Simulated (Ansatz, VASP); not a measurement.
# BAs: VASP beside Ansatz

One calculation is typed for both programs; each brings its own data sets. How far apart do they land? The cell is taken from a series of runs on this material, whose earlier steps may have relaxed, scaled, displaced or heated it; both programs get it as it stands.

Calculated with Ansatz 0.2.0; plane waves, with VASP 6.6.1 beside it; zone-centre phonons at LDA.

## (1) The starting structure

Symmetry: I-4m2, No. 119, tetragonal system. Conventional cell: a = 3.279 Å, b = 3.279 Å, c = 4.781 Å, α = 90.00°, β = 90.00°, γ = 90.00°. Nearest to B lie 4 As at 2.03 Å. As has 4 B at 2.03 Å nearest. Farther neighbours are not listed.

## (2) Ansatz: zone-centre phonons, LDA

Ansatz runs on its PAW soft_1 files.

Second derivatives magnify differences that forces hide, and they need a tight electronic threshold.

input.yaml reads:

```yaml
crystal:
  lattice:
    - [0.0, 2.3185143251, 2.390467887]
    - [2.3185143251, 0.0, 2.390467887]
    - [2.3185143251, 2.3185143251, 0.0]
  atoms:
    - { symbol: B, position: [0.0, 0.0, 0.0] }
    - { symbol: As, position: [0.75, 0.75, 0.75] }
kpoints:
  mp_grid: { grid: [12, 12, 12] }
hamiltonian:
  xc: lda
  pseudopotentials: { kind: paw, azcp: { folder: soft_1 }, xc_functional: pbe }
scf:
  occupations: { method: fixed }
output:
  eigenvalues: true
phonons:
  method: dfpt
  dielectric: true
  rigid_motions: translations
```

Started as:

```console
$ ansatz run input.yaml --threads 4 --pin off --max-ram 10240MiB --backend cpu --events-out ev --progress --plain --runs-dir out
```

Numbers of over 12 decimals in the logs are rounded to 6 here.

The log of the run:

```text
Engine: ansatz 0.2.0, x86_64-unknown-linux-gnu
Pseudopotentials: kind: paw
Pseudopotential: B, paw, valence charge 3, recommended cutoff 420 eV (normal), soft_1/B.paw.azcp
Pseudopotential: As, paw, valence charge 15, recommended cutoff 420 eV (normal), soft_1/As.paw.azcp
Functional definition: SPW92
  exchange = slater_x
  correlation = pw_c
Crystal: 2 atoms, lattice volume = 25.700 Å³
Basis set: ecut = 420 eV, 531 PW (Γ), exchange–correlation on 48×48×48 points (8 copies of the dense FFT grid, shifted against one another)
Bands: 13, of which v1, the nominal top of the filled ones, is band 9 counted from 1 (8 counted from 0)
Symmetry: 8 space group operations
k-points: 868 of 1728 (irreducible under 1 space group operation, time reversal used)
Non-local potential: B, projectors of the file, l = 0: 2, l = 1: 2, l = 2: 1
Non-local potential: As, projectors of the file, l = 0: 2, l = 1: 2, l = 2: 3, l = 3: 1
PAW form: soft (Blöchl's): semilocal exchange-correlation on the pseudo side does not see the compensation charge
PAW frozen core: B, regenerated for the run's functional, and the local potential with it (the file was generated under x = pbe(κ = 0.804, μ = 0.219515), c = pbe(β = 0.066725))
PAW frozen core: As, regenerated for the run's functional, and the local potential with it (the file was generated under x = pbe(κ = 0.804, μ = 0.219515), c = pbe(β = 0.066725))
PAW one-centre angular grid: B, 110 points (default); XC on 64 Gauss nodes
PAW one-centre angular grid: As, 590 points (default); XC on 64 Gauss nodes
Initial density: superposition of atomic densities (chi_scale 0.1, normalization cell, long waves kept (reshape's long-wave potential 0.00 eV rms))
Initial wavefunctions: pseudopotential atomic-orbital guess
Functional: x = slater, c = lda
SCF iter   1: F=—  HF=-4924.277846 eV  |F-HF|=—  |Δ(HF+E_count)|=         —  Δρ=8.31e-2  dr2=2.26e0  ethr=3.10e-3  ⟨swp⟩=4.3  Hψ=57621  notcnv=0  defer=1279
preconditioner: auto → none  [insulator: Δε(μ)=1.600 eV  Ē_g=12.921 eV  n_scr=8 (ndim 8)  ℏωp=20.7 eV  f_vac=0.000  ε∞_Penn≈3.6]
SCF iter   2: F=—  HF=-4923.559448 eV  |F-HF|=—  |Δ(HF+E_count)|=   7.18e-1  Δρ=2.57e-2  dr2=1.45e-1  ethr=3.10e-3  ⟨swp⟩=2.3  Hψ=24364  notcnv=0  defer=1366
SCF iter   3: F=—  HF=-4923.517381 eV  |F-HF|=—  |Δ(HF+E_count)|=   4.21e-2  Δρ=1.03e-2  dr2=1.82e-2  ethr=8.07e-4  ⟨swp⟩=2.2  Hψ=16293  notcnv=0  defer=1690
SCF iter   4: F=—  HF=-4923.513345 eV  |F-HF|=—  |Δ(HF+E_count)|=   4.04e-3  Δρ=3.26e-3  dr2=1.89e-3  ethr=1.01e-4  ⟨swp⟩=2.3  Hψ=19890  notcnv=0  defer=1718
SCF iter   5: F=—  HF=-4923.512717 eV  |F-HF|=—  |Δ(HF+E_count)|=   6.28e-4  Δρ=6.80e-4  dr2=5.18e-5  ethr=1.05e-5  ⟨swp⟩=2.3  Hψ=19848  notcnv=0  defer=1734
SCF iter   6: F=—  HF=-4923.512726 eV  |F-HF|=—  |Δ(HF+E_count)|=   9.50e-6  Δρ=6.93e-5  dr2=3.86e-7  ethr=2.88e-7  ⟨swp⟩=2.0  Hψ=20742  notcnv=0  defer=1715
SCF iter   7: F=—  HF=-4923.512727 eV  |F-HF|=—  |Δ(HF+E_count)|=   3.49e-7  Δρ=5.19e-6  dr2=4.90e-9  ethr=2.14e-9  ⟨swp⟩=2.8  Hψ=18976  notcnv=0  defer=1
SCF iter   8: F=—  HF=-4923.512727 eV  |F-HF|=—  |Δ(HF+E_count)|=   6.03e-9  Δρ=6.85e-7  dr2=5.10e-11  ethr=1.00e-12  ⟨swp⟩=6.0  Hψ=76548  notcnv=0
SCF iter   9: F=-4923.512727 eV  HF=-4923.512727 eV  |F-HF|=9.09e-13  |Δ(HF+E_count)|=  1.26e-10  Δρ=4.08e-8  dr2=2.71e-13  ethr=1.00e-12  ⟨swp⟩=5.3  Hψ=46772  notcnv=0
SCF 1 converged in 9 iterations: F = -4923.512727 eV  dr2 = 2.71e-13
  greatest PAW one-centre occupation: 0.999 electrons in one spin orbital (limit 2), on the As atom at site 1 (counted from 0), in its partial waves of l = 2
NSCF: frozen V_eff on 3 k-points
DFPT response loops at Γ: preconditioner auto → none (the input reference at scf.mixing.eps_inf says where Resta's filter doesn't serve); β = 0.50; Broyden in place of MSR1
── the response to a field inside a basis, on 12×12×12 k-points: an SCF that follows is theirs, and a resumed run solves both again ──
Bands: 10, of which v1, the nominal top of the filled ones, is band 9 counted from 1 (8 counted from 0)
k-points: 468 of 1728 (irreducible under 2 space group operations, time reversal used)
Initial density: handed on by an earlier stage of this run
Initial wavefunctions: pseudopotential atomic-orbital guess (no wavefunctions were taken with the density)
Eigensolver: Dense (468 Hₖ)
SCF iter   1: F=—  HF=-4923.512732 eV  |F-HF|=—  |Δ(HF+E_count)|=         —  Δρ=1.49e-4  dr2=1.32e-6  ethr=1.00e-1
preconditioner: auto → none  [insulator: Δε(μ)=1.005 eV  Ē_g=9.960 eV  n_scr=8 (ndim 8)  ℏωp=20.7 eV  f_vac=0.000  ε∞_Penn≈5.3]
SCF iter   2: F=—  HF=-4923.512732 eV  |F-HF|=—  |Δ(HF+E_count)|=   6.19e-9  Δρ=7.97e-5  dr2=4.35e-7  ethr=7.36e-9
SCF iter   3: F=-4923.512732 eV  HF=-4923.512732 eV  |F-HF|=4.53e-8  |Δ(HF+E_count)|=   1.48e-7  Δρ=1.59e-5  dr2=3.51e-8  ethr=2.42e-9
SCF 1 converged in 3 iterations: F = -4923.512732 eV  dr2 = 3.51e-8
DFPT response loops at Γ: mixed as the last ones told, above
SCF converged after 9 iterations
Free energy (F): -4923.512727 eV
Harris-Foulkes:  -4923.512727 eV  (|F-HF|=9.09e-13)
Internal energy: -4923.512727 eV  (E = F + TS)
E sigma→0 (E₀):  -4923.512727 eV
Fermi energy:    11.450532 eV
--- Per-component energies (eV) ---
  E_band       = -210.110064
  E_kinetic    = 149.974003
  E_local      = -1909.382089  (includes V_loc(G=0)·N_el)
  E_nonlocal   = -379.950196
  E_hartree    = 1083.035593
  E_xc         = -104.002795
  E_vxc        = -114.039555  (∫ρ·V_xc dr)
  E_paw        = -2005.371048  (= ΣΔE_a)
  E_vpaw       = -122.783406  (= ΣTr[D̂ρ^β])
  E_aug_tail   = -0.000005  (compensation charges beyond the density's cutoff)
  E_ewald      = -1759.937253
  E_core_change = 2.121063  (= ΣΔE_core)
  E_smearing   = -0.000000  (= −TS)
  E_closure    = -0.000000  (closes the sum)
  Σ components = -4923.512727   (vs F -4923.512727, Δ=0.00e0)
--- Band table (eV; the first three rows and the last of 868) ---
  k-point 0: bands = [... 5 lower, -4.5880, 11.1330, 11.4505, 11.4505, 14.6154, 14.6154, 14.8111, 16.7359]
  k-point 1: bands = [... 5 lower, -4.4681, 10.2649, 11.0200, 11.2229, 14.8221, 14.9276, 15.1163, 17.2793]
  k-point 2: bands = [... 5 lower, -4.1120, 8.2972, 10.4962, 10.7509, 14.8291, 15.5818, 15.6780, 18.4689]
  k-point 867: bands = [... 5 lower, -1.5232, 2.1662, 9.2338, 9.6241, 14.2999, 16.1194, 16.3232, 20.1945]
--- Phonons (Γ-DFPT): 4 representative perturbations + reference, on 868 of 1728 k-points (Σ response iterations 12) ---
  k mesh reduced under 1 symmetry operation, with k and −k counted as one. Each operation leaves every solved perturbation unchanged. A smaller set is not considered because the run solves the response to a homogeneous field
  ASR residual: 1.635e-5 → 0.000e0 eV/Å²; symmetrization residual: 2.745e-6 eV/Å²
  ASR residual per site (eV/Å²): 1.64e-5 1.23e-5
  Γ frequencies (cm⁻¹): 0.00 0.00 0.00 720.54 720.54 720.80
  ε∞ (high-frequency dielectric tensor):
        9.400110    -0.000000    -0.000000
       -0.000000     9.400110    -0.000000
       -0.000000    -0.000000     9.935412
  ε⁰ (static dielectric tensor: ions relaxed, cell fixed):
        9.557633    -0.000000    -0.000000
       -0.000000     9.557633    -0.000000
       -0.000000    -0.000000    10.073918
  ε⁰ − ε∞ (ionic part):
        0.157524    -0.000000     0.000000
       -0.000000     0.157524     0.000000
        0.000000     0.000000     0.138506
  softest optical mode at Γ: 720.54 cm⁻¹; the repairs (sum rule, projections) moved no ω² at Γ by more than (0.91 cm⁻¹)²
  Born effective charges Z* (e; rows j = field, columns β = displacement):
    site 0:
        -0.63523    0.00000   -0.00000
         0.00000   -0.63523    0.00000
        -0.00000    0.00000   -0.59587
    site 1:
         0.63523   -0.00000    0.00000
        -0.00000    0.63523   -0.00000
         0.00000   -0.00000    0.59587
  Z* charge neutrality: 2.930e-4 e pre-enforcement
  solved inside a basis spanned on kpoints, on 12×12×12 k-points, its susceptibility summed on 16×16×16: ε∞ is read to err by 2.8e-2, Z* by 1.6e-2 e (field_mesh: kpoints solves on kpoints); Z* is corrected for what the basis lacks
  optical modes at Γ without the LO–TO term, one row a degenerate level:
      ω (cm⁻¹)  modes    IR ((D/Å)²/amu)
        720.54      2             1.9709
        720.80      1             0.8671
  optical modes at Γ + LO–TO along q̂ = [1.0000, 0.0000, 0.0000]:
      ω (cm⁻¹)  modes    IR ((D/Å)²/amu)
        720.54      1             0.9854
        720.80      1             0.8671
        726.55      1             0.9854
  optical modes at Γ + LO–TO along q̂ = [0.0000, 1.0000, 0.0000]:
      ω (cm⁻¹)  modes    IR ((D/Å)²/amu)
        720.54      1             0.9854
        720.80      1             0.8671
        726.55      1             0.9854
  optical modes at Γ + LO–TO along q̂ = [0.0000, 0.0000, 1.0000]:
      ω (cm⁻¹)  modes    IR ((D/Å)²/amu)
        720.54      2             1.9709
        725.80      1             0.8671
```

[end of part 1 of 2]

[Lines on the potential files, build, host, timing and source positions are cut from VASP's logs without a mark.]

[Logs are printed without paths, hosts, clocks, repeated set-up lines and the standing remarks that a program may print on its own settings, such as how far it seeks lower states.]

[Hosts, paths, dates, database ids (printed as entryN), source tags and the programs' standing remarks are cut or masked in the printed files.]
